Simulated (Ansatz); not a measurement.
Reaction (substitution at a C–C bond): `CCCC(C)C` + `[OH][Sn][SH]` → `C[S][Sn][OH]` + `CCC(C)C`

Isolated molecules relaxed with PBE0-D4/def2-TZVP in Ansatz; ΔE leaves out vibrations. CCSD(T)/CBS adds triple-zeta CCSD(T) − MP2 to the extrapolated MP2 energy (def2 sets, frozen cores). Functionals use def2-TZVPP. B3LYP here is the variant with VWN-RPA as its local correlation; programs differ in this. def2 core potentials past Kr. For Sn outer-core shells are correlated without core-valence functions, which leaves a few kJ/mol of doubt a bond. Each species was taken in one conformer, which may not be the lowest.

```json
{"level": "PBE-D4", "ΔE (kJ/mol)": "9.1", "difference from CCSD(T)/CBS": "-5.3"}
{"level": "r2SCAN-D4", "ΔE (kJ/mol)": "11.7", "difference from CCSD(T)/CBS": "-2.7"}
{"level": "PBE0-D4", "ΔE (kJ/mol)": "12.7", "difference from CCSD(T)/CBS": "-1.7"}
{"level": "B3LYP-D4", "ΔE (kJ/mol)": "11.1", "difference from CCSD(T)/CBS": "-3.3"}
{"level": "ωB97X-V", "ΔE (kJ/mol)": "15.7", "difference from CCSD(T)/CBS": "1.3"}
{"level": "ωB97M-V", "ΔE (kJ/mol)": "15.8", "difference from CCSD(T)/CBS": "1.4"}
{"level": "B2PLYP", "ΔE (kJ/mol)": "12.3", "difference from CCSD(T)/CBS": "-2.1"}
{"level": "PBE", "ΔE (kJ/mol)": "8.8", "difference from CCSD(T)/CBS": "-5.6"}
{"level": "r2SCAN", "ΔE (kJ/mol)": "11.2", "difference from CCSD(T)/CBS": "-3.2"}
{"level": "PBE0", "ΔE (kJ/mol)": "12.4", "difference from CCSD(T)/CBS": "-2.0"}
{"level": "B3LYP", "ΔE (kJ/mol)": "11.3", "difference from CCSD(T)/CBS": "-3.1"}
{"level": "HF/def2-TZVPP", "ΔE (kJ/mol)": "18.4", "difference from CCSD(T)/CBS": "4.0"}
{"level": "MP2/def2-TZVPP", "ΔE (kJ/mol)": "15.1", "difference from CCSD(T)/CBS": "0.7"}
{"level": "SCS-MP2/def2-TZVPP", "ΔE (kJ/mol)": "15.5", "difference from CCSD(T)/CBS": "1.1"}
{"level": "CCSD/def2-TZVPP", "ΔE (kJ/mol)": "18.7", "difference from CCSD(T)/CBS": "4.3"}
{"level": "CCSD(T)/def2-TZVPP", "ΔE (kJ/mol)": "16.7", "difference from CCSD(T)/CBS": "2.3"}
{"level": "HF/def2-QZVPP", "ΔE (kJ/mol)": "18.5", "difference from CCSD(T)/CBS": "4.1"}
{"level": "MP2/def2-QZVPP", "ΔE (kJ/mol)": "13.9", "difference from CCSD(T)/CBS": "-0.5"}
{"level": "SCS-MP2/def2-QZVPP", "ΔE (kJ/mol)": "14.3", "difference from CCSD(T)/CBS": "-0.1"}
{"level": "HF/CBS(def2)", "ΔE (kJ/mol)": "18.5", "difference from CCSD(T)/CBS": "4.1"}
{"level": "MP2/CBS(def2)", "ΔE (kJ/mol)": "12.9", "difference from CCSD(T)/CBS": "-1.5"}
{"level": "CCSD/CBS(def2)", "ΔE (kJ/mol)": "16.4", "difference from CCSD(T)/CBS": "2.0"}
{"level": "CCSD(T)/CBS", "ΔE (kJ/mol)": "14.4", "difference from CCSD(T)/CBS": "0"}
```

Largest T1 diagnostic among the species: 0.017.

From PBE to PBE0 (25 % exact exchange), in def2-TZVPP and without D4, ΔE moves by +3.6 kJ/mol.

CCSD(T)/CBS has its own doubt, a few kJ/mol and more with outer-core shells, so smaller differences from it don't rank the levels.
